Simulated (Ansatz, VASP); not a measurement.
One calculation of CdF2, two programs

INCAR

```
PREC = Accurate
ENCUT = 520
EDIFF = 1E-6
ISMEAR = -1
SIGMA = 0.05
LREAL = F
LASPH = T
NELM = 60
ALGO = Normal
ISIF = 2
LWAVE = F
LCHARG = F
GGA = PS
NBANDS = 20
```

KPOINTS

```
Automatic mesh
0
Gamma
  7 7 7
```

Contents of POSCAR:

```
CdF2
1.0
    0.0000000000      2.5862400000      2.6940000000
    2.5862400000      0.0000000000      2.6940000000
    2.5862400000      2.5862400000      0.0000000000
Cd F
1 2
Direct
    0.0000000000      0.0000000000      0.0000000000
    0.7500000000      0.7500000000      0.7500000000
    0.2500000000      0.2500000000      0.2500000000
```

input.yaml

```yaml
crystal:
  lattice:
    - [0.0, 2.58624, 2.694]
    - [2.58624, 0.0, 2.694]
    - [2.58624, 2.58624, 0.0]
  atoms:
    - { symbol: Cd, position: [0.0, 0.0, 0.0] }
    - { symbol: F, position: [0.75, 0.75, 0.75] }
    - { symbol: F, position: [0.25, 0.25, 0.25] }
hamiltonian:
  xc: pbesol
  pseudopotentials: { kind: paw }
kpoints:
  mp_grid: { grid: [7, 7, 7] }
scf:
  occupations: { method: fermi_dirac, width: 0.05 }
output:
  forces: true
  stress: true
  eigenvalues: true
```

Alike in both runs: task single point; functional PBEsol; k mesh 7 × 7 × 7; occupations fermi-dirac, width 0.05 eV; no spin polarisation.

|  | VASP | Ansatz |
| --- | --- | --- |
| version | VASP 6.6.1 | Ansatz 0.2.0 |
| potentials or method | VASP PAW PBE potentials, release 64 (Cd, F) | Ansatz PAW |
| plane-wave cutoff (eV) | 520 | 420 |
| valence electrons in the cell | 26 | 34 |

```csv
,VASP,Ansatz,Ansatz less VASP
gap on the k mesh at the Fermi level (eV),3.20,3.23,+0.038
least direct gap on the mesh (eV),3.46,3.49,+0.036
pressure (GPa),11.7,10.4,-1.28
largest component of the traceless stress (GPa),3.07,3.14,+0.063
```

The two sets of potentials don't hold the same shells in valence.

Caveats: the PAW data sets were made with another functional, which shifts forces and pressure a little (VASP); an odd mesh through Γ misses points on the zone boundary, where band edges often lie (VASP); odd divisions of the mesh miss points on the zone boundary, where band edges often lie, so the gap on the mesh can be too wide (Ansatz); the pressure holds a Pulay correction of +0.7 GPa for the finite cutoff (Ansatz); the PAW data sets come from PBE, with cores solved anew for the run's functional, which leaves a small shift of forces and pressure (Ansatz).
